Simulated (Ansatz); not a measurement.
**Sn: relativistic levels of theory**

What happens to Sn at a fixed cell under these changes: no relativity; spin-orbit coupling on; inner shells corrected to Dirac's equation?

Computed with Ansatz 0.2.0 (DFT, at the level named in each step, unless a step's input says otherwise).

1 further run of the same task is left out (set aside as unsound or not needed).

## 1. The structure to begin with

The structure is cubic, space group Im-3m (No. 229). Conventional cell: a = 3.806 Å, b = 3.806 Å, c = 3.806 Å, α = 90.00°, β = 90.00°, γ = 90.00°. Around Sn (site symmetry m-3m) lie 8 Sn at 3.30 Å.

As a file:

```
Sn
1.0
    -1.90312    1.90312    1.90312
     1.90312   -1.90312    1.90312
     1.90312    1.90312   -1.90312
Sn
1
Cartesian
  0.0000 0.0000 0.0000
```

The cell was relaxed by PAW from a hypothetical start (bcc type); it needn't be the stable phase of this composition.

## 2. No relativity, LAPW

Contents of input.yaml:

```yaml
crystal:
  lattice:
    - [-1.9031242745, 1.9031242745, 1.9031242745]
    - [1.9031242745, -1.9031242745, 1.9031242745]
    - [1.9031242745, 1.9031242745, -1.9031242745]
  atoms:
    - { symbol: Sn, position: [0.0, 0.0, 0.0] }
kpoints:
  mp_grid: { grid: [15, 15, 15] }
  band_path:
    path:
      - [0.0, 0.0, 0.0]
      - [0.5, -0.5, 0.5]
      - [0.0, 0.0, 0.5]
      - [0.0, 0.0, 0.0]
      - [0.25, 0.25, 0.25]
      - [0.5, -0.5, 0.5]
      - [0.25, 0.25, 0.25]
      - [0.0, 0.0, 0.5]
    npoints: 5
scf:
  occupations: { method: fermi_dirac, width: 0.03 }
hamiltonian:
  xc: pbe
  pseudopotentials:
    kind: all_electron
    lapw: { basis_error: 0.001 }
    relativity: none
output:
  forces: true
  stress: true
  eigenvalues: true
```

The run is started by

```
> ansatz run input.yaml --threads 1 --pin off --max-ram 2048MiB --backend cpu --events-out ev --progress --plain --runs-dir out
```

## 3. Spin-orbit coupling on, LAPW

input.yaml, as its differences from that of step 2:

```diff
@@ -24,6 +24,3 @@
   xc: pbe
-  pseudopotentials:
-    kind: all_electron
-    lapw: { basis_error: 0.001 }
-    relativity: none
+  pseudopotentials: { kind: all_electron, lapw: { basis_error: 0.001 } }
 output:
@@ -32 +29,4 @@
   eigenvalues: true
+magnetization:
+  noncollinear: true
+  spin_orbit: true
```

## 4. Spin-orbit coupling on, PAW

input.yaml, as its differences from that of step 3:

```diff
@@ -24,3 +24,3 @@
   xc: pbe
-  pseudopotentials: { kind: all_electron, lapw: { basis_error: 0.001 } }
+  pseudopotentials: { kind: paw_fr }
 output:
@@ -29,2 +29,3 @@
   eigenvalues: true
+  efg: { contact_densities: true }
 magnetization:
```

## 5. Inner shells corrected to Dirac's equation, LAPW

Contents of input.yaml:

```yaml
crystal:
  lattice:
    - [-1.9031242745, 1.9031242745, 1.9031242745]
    - [1.9031242745, -1.9031242745, 1.9031242745]
    - [1.9031242745, 1.9031242745, -1.9031242745]
  atoms:
    - { symbol: Sn, position: [0.0, 0.0, 0.0] }
kpoints:
  mp_grid: { grid: [15, 15, 15] }
scf:
  occupations: { method: fermi_dirac, width: 0.03 }
hamiltonian:
  xc: pbe
  pseudopotentials:
    kind: all_electron
    lapw: { basis_error: 0.001 }
    dirac_shells: { Sn: ["3p", "3d"] }
output:
  forces: true
  stress: true
  eigenvalues: true
```

(Steps that only read results are left out.)

Before running it: what results should come out? Wanted: pressure, no relativity, LAPW; pressure, spin-orbit coupling on, LAPW; pressure, inner shells corrected to Dirac's equation, LAPW.

As calculated:

```
                                                  quantity      value
                             pressure, no relativity, LAPW  -0.25 GPa
                    pressure, spin-orbit coupling on, LAPW   0.05 GPa
pressure, inner shells corrected to Dirac's equation, LAPW   0.05 GPa
```

**Reading.** Going from no relativity to the scalar-relativistic run with inner shells corrected to Dirac's equation moves the pressure by +0.30 GPa; the heaviest element has Z = 50. From that run, spin-orbit coupling moves the pressure by less than 0.01 GPa. With spin-orbit coupling, PAW lies less than 0.01 GPa from LAPW in pressure.
